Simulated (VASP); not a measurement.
# C (P6_3/mmc) in VASP: band structure with PBE+D3(BJ)

Aim: the band structure of C with PBE+D3(BJ).

Everything below comes from runs of VASP 6.6.1. Logs are shortened: lines on timing, memory, paths and dates and some standing lists are left out, and cuts for length are marked.

### Step 1. The structure

Symmetry: P6_3/mmc, No. 194, hexagonal system. Conventional cell: a = 2.466 Å, b = 2.466 Å, c = 6.722 Å, α = 90.00°, β = 90.00°, γ = 120.00°. C (site symmetry -6m2) is surrounded by 3 C at 1.42 Å. C (site symmetry -6m2) has 3 C at 1.42 Å as nearest neighbours.

### Step 2. Band structure, PBE+D3(BJ)

Contents of POSCAR:

```
C                                       
1.0
    2.4663721851      0.0000000000      0.0000000000
   -1.2331860925      2.1359409677      0.0000000000
   -0.0000000000     -0.0000000000      6.7218723654
  C             
     4
Direct
     0.0000000000000000    0.0000000000000000    0.2500000000000000
     0.0000000000000000    0.0000000000000000    0.7500000000000000
     0.3333333300000021    0.6666666699999979    0.2500000000000000
     0.6666666699999979    0.3333333300000021    0.7500000000000000
```

Contents of INCAR.step1:

```
SYSTEM = C
PREC = Accurate ; ENCUT = 520
EDIFF = 1E-7 ; ISMEAR = 0
SIGMA = 0.02 ; LREAL = .False.
LASPH = .True. ; NELM = 80
ALGO = Normal ; ISIF = 2
LWAVE = .False. ; LCHARG = .True.
GGA = PE ; IVDW = 12
NBANDS = 16
```

Contents of KPOINTS.step1:

```
regular mesh
0
Gamma
  15 15 4
  0 0 0
```

Contents of INCAR.step2:

```
SYSTEM = C
PREC = Accurate ; ENCUT = 520
EDIFF = 1E-7 ; ISMEAR = 0
SIGMA = 0.05 ; LREAL = .False.
LASPH = .True. ; NELM = 80
ALGO = Normal ; ISIF = 2
LWAVE = .False. ; LCHARG = .False.
GGA = PE ; IVDW = 12
NBANDS = 16 ; ICHARG = 11
```

Contents of KPOINTS.step2:

```
path GMKGALHA,LM,KH
20
line-mode
reciprocal
 0.0000000000  0.0000000000  0.0000000000  G
 0.5000000000  0.0000000000  0.0000000000  M

 0.5000000000  0.0000000000  0.0000000000  M
 0.3333333333  0.3333333333  0.0000000000  K

 0.3333333333  0.3333333333  0.0000000000  K
 0.0000000000  0.0000000000  0.0000000000  G

 0.0000000000  0.0000000000  0.0000000000  G
 0.0000000000  0.0000000000  0.5000000000  A

 0.0000000000  0.0000000000  0.5000000000  A
 0.5000000000  0.0000000000  0.5000000000  L

 0.5000000000  0.0000000000  0.5000000000  L
 0.3333333333  0.3333333333  0.5000000000  H

 0.3333333333  0.3333333333  0.5000000000  H
 0.0000000000  0.0000000000  0.5000000000  A

 0.5000000000  0.0000000000  0.5000000000  L
 0.5000000000  0.0000000000  0.0000000000  M

 0.3333333333  0.3333333333  0.0000000000  K
 0.3333333333  0.3333333333  0.5000000000  H
```

Potentials or basis: VASP PAW PBE potentials, release 64 (C).

On the command line:

```console
$ cat potpaw_PBE.64/C/POTCAR > POTCAR
$ cp INCAR.step1 INCAR
$ cp KPOINTS.step1 KPOINTS
$ mpirun -np 1 vasp_std > vasp.out
$ cp INCAR.step2 INCAR
$ cp KPOINTS.step2 KPOINTS
$ mpirun -np 1 vasp_std > vasp.out
```

OUTCAR:

```text
SYSTEM = C
   PREC = Accurate
   ENCUT = 520
   EDIFF = 1E-7
   ISMEAR = 0
   LREAL = .False.
   LASPH = .True.
   NELM = 80
   ISIF = 2
   GGA = PE
   IVDW = 12
   ICHARG = 11
 IVDW          = 12

 ion  position               nearest neighbor table
   1  0.000  0.000  0.250-   3 1.42   3 1.42   3 1.42
   2  0.000  0.000  0.750-   4 1.42   4 1.42   4 1.42
   3  0.333  0.667  0.250-   1 1.42   1 1.42   1 1.42
   4  0.667  0.333  0.750-   2 1.42   2 1.42   2 1.42

  LATTYP: Found a hexagonal cell.
 ALAT       =     2.4663721851
 C/A-ratio  =     2.7254087627

  Lattice vectors:

 A1 = (   2.4663721851,   0.0000000000,   0.0000000000)
 A2 = (  -1.2331860925,   2.1359409677,   0.0000000000)
 A3 = (   0.0000000000,   0.0000000000,   6.7218723654)

Analysis of symmetry for initial positions (statically):
=====================================================================
 Subroutine PRICEL returns:
 Original cell was already a primitive cell.

 Routine SETGRP: Setting up the symmetry group for a
 hexagonal supercell.

 Subroutine GETGRP returns: Found 24 space group operations
 (whereof 12 operations were pure point group operations)
 out of a pool of 24 trial point group operations.

The static configuration has the point symmetry D_3d.
 The point group associated with its full space group is D_6h.

Analysis of symmetry for dynamics (positions and initial velocities):
=====================================================================
 Subroutine PRICEL returns:
 Original cell was already a primitive cell.

 Routine SETGRP: Setting up the symmetry group for a
 hexagonal supercell.

 Subroutine GETGRP returns: Found 24 space group operations
 (whereof 12 operations were pure point group operations)
 out of a pool of 24 trial point group operations.

The dynamic configuration has the point symmetry D_3d.
 The point group associated with its full space group is D_6h.

 Subroutine INISYM returns: Found 24 space group operations
 (whereof 12 operations are pure point group operations),
 and found     1 'primitive' translations

----------------------------------------------------------------------------------------

                                     Primitive cell

  volume of cell :      35.4110

  direct lattice vectors                    reciprocal lattice vectors
     2.466372185  0.000000000  0.000000000     0.405453810  0.234088866  0.000000000
    -1.233186092  2.135940968  0.000000000     0.000000000  0.468177733  0.000000000
     0.000000000  0.000000000  6.721872365     0.000000000  0.000000000  0.148768073

  length of vectors
     2.466372185  2.466372185  6.721872365     0.468177733  0.468177733  0.148768073

  position of ions in fractional coordinates (direct lattice)
     0.000000000  0.000000000  0.250000000
     0.000000000  0.000000000  0.750000000
     0.333333330  0.666666670  0.250000000
     0.666666670  0.333333330  0.750000000

  ion indices of the primitive-cell ions
   primitive index   ion index
                 1           1
                 2           2
                 3           3
                 4           4

----------------------------------------------------------------------------------------

 KPOINTS: path GMKGALHA,LM,KH

Interpolating k-points between supplied coordinates.

 Line segments in fractional coordinates (reciprocal lattice):
    0.000000  0.000000  0.000000  ...  0.500000  0.000000  0.000000
    0.500000  0.000000  0.000000  ...  0.333333  0.333333  0.000000
    0.333333  0.333333  0.000000  ...  0.000000  0.000000  0.000000
    0.000000  0.000000  0.000000  ...  0.000000  0.000000  0.500000
    0.000000  0.000000  0.500000  ...  0.500000  0.000000  0.500000
    0.500000  0.000000  0.500000  ...  0.333333  0.333333  0.500000
    0.333333  0.333333  0.500000  ...  0.000000  0.000000  0.500000
    0.500000  0.000000  0.500000  ...  0.500000  0.000000  0.000000
    0.333333  0.333333  0.000000  ...  0.333333  0.333333  0.500000

 Generated    20 points on each line segment, for a total of    180 k-points:

 Following reciprocal coordinates:
            Coordinates               Weight
  0.000000  0.000000  0.000000      0.005556
  0.026316  0.000000  0.000000      0.005556
  0.052632  0.000000  0.000000      0.005556
  0.078947  0.000000  0.000000      0.005556
  0.105263  0.000000  0.000000      0.005556
  0.131579  0.000000  0.000000      0.005556
[... 16 lines left out ...]
  0.482456  0.035088  0.000000      0.005556
  0.473684  0.052632  0.000000      0.005556
 [... further k-points ...]
   k-points           NKPTS =    180   k-points in BZ     NKDIM =    180   number of bands    NBANDS=     16
   number of dos      NEDOS =    301   number of ions     NIONS =      4
   total plane-waves  NPLWV =  16200
   dimension x,y,z NGX =    18 NGY =   18 NGZ =   50
   dimension x,y,z NGXF=    36 NGYF=   36 NGZF=  100
   ions per type =               4
   NGX,Y,Z   is equivalent  to a cutoff of  12.13, 12.13, 12.37 a.u.
   NGXF,Y,Z  is equivalent  to a cutoff of  24.27, 24.27, 24.73 a.u.
 SYSTEM =  C
   PREC   = accura    normal or accurate (medium, high low for compatibility)
   ISTART =      0    job   : 0-new  1-cont  2-samecut
   ICHARG =     11    charge: 1-file 2-atom 10-const
   ISPIN  =      1    spin polarized calculation?
   LNONCOLLINEAR =      F non collinear calculations
   LSORBIT =      F    spin-orbit coupling
   LASPH  =      T    aspherical Exc in radial PAW
   ENCUT  =  520.0 eV  38.22 Ry    6.18 a.u.   4.59  4.59 12.50*2*pi/ulx,y,z
   NELM   =     80;   NELMIN=  2; NELMDL=  0     # of ELM steps
   EDIFF  = 0.1E-06   stopping-criterion for ELM
   LREAL  =      F    real-space projection
   EDIFFG = 0.1E-05   stopping-criterion for IOM
   NSW    =      0    number of steps for IOM
   IBRION =     -1    ionic relax: 0-MD 1-quasi-New 2-CG
   NFREE  =      0    steps in history (QN), initial steepest desc. (CG)
   ISIF   =      2    stress and relaxation
   ISYM   =      2    0-nonsym 1-usesym 2-fastsym
   POTIM  = 0.5000    time-step for ionic-motion
   TEBEG  =    0.0;   TEEND  =   0.0 temperature during run
   PSTRESS=    0.0 pullay stress
   NELECT =      16.0000    total number of electrons
   NUPDOWN=      -1.0000    fix difference up-down
   EMIN   =  10.00;   EMAX   =-10.00  energy-range for DOS
   EFERMI =   0.00;   METHOD = LEGACY
   ISMEAR =     0;   SIGMA  =   0.05  broadening in eV -4-tet -1-fermi 0-gaus
   EFERMI_NEDOS =   21; number of points for ismear=-14 and -15
   IALGO  =     38    algorithm
   IMIX   =      4    mixing-type and parameters
     AMIX     =   0.40;   BMIX     =  1.00
     AMIX_MAG =   1.60;   BMIX_MAG =  1.00
  volume/ion in A,a.u.               =       8.85        59.74
  Fermi-wavevector in a.u.,A,eV,Ry     =   1.256229  2.373928 21.471505  1.578111
  Thomas-Fermi vector in A             =   2.389947
   LORBIT       =      0    0 simple, 1 ext, 2 COOP (PROOUT), +10 PAW based schemes
   GGA     = PE    functional components
   LHFCALC =     F    Hartree Fock is set to
   AEXX    =    0.0000 exact exchange contribution
   IVDW    =    12    specifies the selected vdW correction
   LEPSILON=     F    determine dielectric tensor
   LRPA    =     F    only Hartree local field effects (RPA)
 non-spin polarized calculation
 Gauss-broadening in eV      SIGMA  =   0.05
  energy-cutoff  :      520.00
  volume of cell :       35.41
 maximum number of plane-waves:       979

 number of electron      15.9999994 magnetization

 Free energy of the ion-electron system (eV)
  ---------------------------------------------------
  ext. energy  EPLUGINS =         0.00000000
  ---------------------------------------------------
  free energy    TOTEN  =       -33.48817518 eV

  energy without entropy =      -33.48008316  energy(sigma->0) =      -33.48412917

 E-fermi :   4.6471     XC(G=0): -10.3079

 val. band max:        4.6459941013   @ k =   0.3333   0.3333   0.2368
 cond. band min:       4.6487014218   @ k =   0.3333   0.3333   0.2632
 fundamental gap:      0.0027073204
 Fermi energy:         4.6470674727

 k-point     1 :       0.0000    0.0000    0.0000
  band No.  band energies     occupation
      1     -14.9848      2.00000
      2     -14.6885      2.00000
      3      -3.8428      2.00000
      4      -1.8925      2.00000
      5       1.6336      2.00000
      6       1.6337      2.00000
[... 8 lines left out ...]
     15      15.9922      0.00000
     16      16.2011      0.00000

 k-point     2 :       0.0263    0.0000    0.0000
  band No.  band energies     occupation
      1     -14.9682      2.00000
      2     -14.6723      2.00000
      3      -3.8228      2.00000
      4      -1.8737      2.00000
      5       1.5647      2.00000
      6       1.5846      2.00000
[... 8 lines left out ...]
     15      15.9326      0.00000
     16      16.1451      0.00000

 k-point     3 :       0.0526    0.0000    0.0000
  band No.  band energies     occupation
      1     -14.9187      2.00000
      2     -14.6236      2.00000
      3      -3.7626      2.00000
      4      -1.8174      2.00000
      5       1.3623      2.00000
      6       1.3872      2.00000
[... 8 lines left out ...]
     15      15.7567      0.00000
     16      15.9795      0.00000

 k-point     4 :       0.0789    0.0000    0.0000
  band No.  band energies     occupation
      1     -14.8362      2.00000
      2     -14.5425      2.00000
      3      -3.6625      2.00000
      4      -1.7239      2.00000
      5       1.0393      2.00000
      6       1.0712      2.00000
[... 8 lines left out ...]
     15      15.4770      0.00000
     16      15.7116      0.00000
[... 324 lines left out ...]
 k-point    22 :       0.4912    0.0175    0.0000
  band No.  band energies     occupation
      1      -9.6535      2.00000
      2      -9.5431      2.00000
      3      -8.5819      2.00000
      4      -8.4986      2.00000
      5      -1.7853      2.00000
      6      -1.7302      2.00000
[... 8 lines left out ...]
     15      18.8874      0.00000
     16      19.8680      0.00000

 k-point    23 :       0.4825    0.0351    0.0000
  band No.  band energies     occupation
      1      -9.6394      2.00000
      2      -9.5291      2.00000
      3      -8.5679      2.00000
      4      -8.4848      2.00000
      5      -1.8595      2.00000
      6      -1.8024      2.00000
[... 8 lines left out ...]
     15      18.8134      0.00000
     16      19.7368      0.00000

 k-point    24 :       0.4737    0.0526    0.0000
  band No.  band energies     occupation
      1      -9.6158      2.00000
      2      -9.5058      2.00000
      3      -8.5446      2.00000
      4      -8.4620      2.00000
      5      -1.9806      2.00000
      6      -1.9203      2.00000
[... 8 lines left out ...]
     15      18.6938      0.00000
     16      19.5286      0.00000

 [... further k-points ...]

------------------------ aborting loop because EDIFF is reached ----------------------------------------

 Edisp (eV)   -0.62394

 E8    (eV) :    -0.1768

  FORCE on cell =-STRESS in cart. coord.  units (eV):
  Direction    XX          YY          ZZ          XY          YZ          ZX
  --------------------------------------------------------------------------------------
  -------------------------------------------------------------------------------------
  Total       5.00611     5.00611     0.71082     0.00000     0.00000     0.00000
  in kB     226.50232   226.50232    32.16141     0.00000     0.00000     0.00000
  external pressure =      161.72 kB  Pullay stress =        0.00 kB

 VOLUME and BASIS-vectors are now :
 -----------------------------------------------------------------------------
  energy-cutoff  :      520.00
  volume of cell :       35.41
      direct lattice vectors                 reciprocal lattice vectors
     2.466372185  0.000000000  0.000000000     0.405453810  0.234088866  0.000000000
    -1.233186092  2.135940968  0.000000000     0.000000000  0.468177733  0.000000000
     0.000000000  0.000000000  6.721872365     0.000000000  0.000000000  0.148768073

 POSITION                                       TOTAL-FORCE (eV/Angst)
 -----------------------------------------------------------------------------------
      0.00000      0.00000      1.68047         0.000000     -0.000000      0.000000
      0.00000      0.00000      5.04140        -0.000000      0.000000      0.000000
     -0.00000      1.42396      1.68047         0.000000     -0.000000     -0.000000
      1.23319      0.71198      5.04140        -0.000000     -0.000000     -0.000000
 -----------------------------------------------------------------------------------
    total drift:                               -0.000000      0.000000      0.000000

  FREE ENERGIE OF THE ION-ELECTRON SYSTEM (eV)
  ---------------------------------------------------
  free  energy   TOTEN  =       -34.1121119391 eV

  energy  without entropy=      -34.1040199169  energy(sigma->0) =      -34.10806593
```

It took 50 s on 1 thread of Intel Xeon Platinum 8488C (Sapphire Rapids), shared host; peak memory 0.2 GiB.

Results:

* Band gap along the path: none (metal or under the smearing width)
* Dispersion energy per atom: -0.156 eV

Levels at the corners of the path, in eV from the Fermi level:
```tsv
point	band 5	band 6	band 7	band 8	band 9	band 10	band 11	band 12
Γ	-3.01	-3.01	-2.99	-2.99	4.28	8.32	8.32	8.37
M	-6.41	-6.35	-2.75	-2.07	1.52	2.18	7.20	7.59
M	-6.41	-6.35	-2.75	-2.07	1.52	2.18	7.20	7.59
K	-10.51	-10.51	-0.62	-0.02	-0.02	0.71	11.13	11.13
K	-10.51	-10.51	-0.62	-0.02	-0.02	0.71	11.13	11.13
Γ	-3.01	-3.01	-2.99	-2.99	4.28	8.32	8.32	8.37
Γ	-3.01	-3.01	-2.99	-2.99	4.28	8.32	8.32	8.37
A	-3.00	-3.00	-3.00	-3.00	6.91	6.91	8.34	8.34
A	-3.00	-3.00	-3.00	-3.00	6.91	6.91	8.34	8.34
L	-6.38	-6.38	-2.35	-2.35	1.66	1.66	7.39	7.39
L	-6.38	-6.38	-2.35	-2.35	1.66	1.66	7.39	7.39
H	-10.52	-10.52	0.00	0.00	0.02	0.02	10.17	10.17
H	-10.52	-10.52	0.00	0.00	0.02	0.02	10.17	10.17
A	-3.00	-3.00	-3.00	-3.00	6.91	6.91	8.34	8.34
L	-6.38	-6.38	-2.35	-2.35	1.66	1.66	7.39	7.39
M	-6.41	-6.35	-2.75	-2.07	1.52	2.18	7.20	7.59
K	-10.51	-10.51	-0.62	-0.02	-0.02	0.71	11.13	11.13
H	-10.52	-10.52	0.00	0.00	0.02	0.02	10.17	10.17
```

Caveat: the log is that of the step along the path at fixed density, whose energy, stress, charges and moments have no meaning.
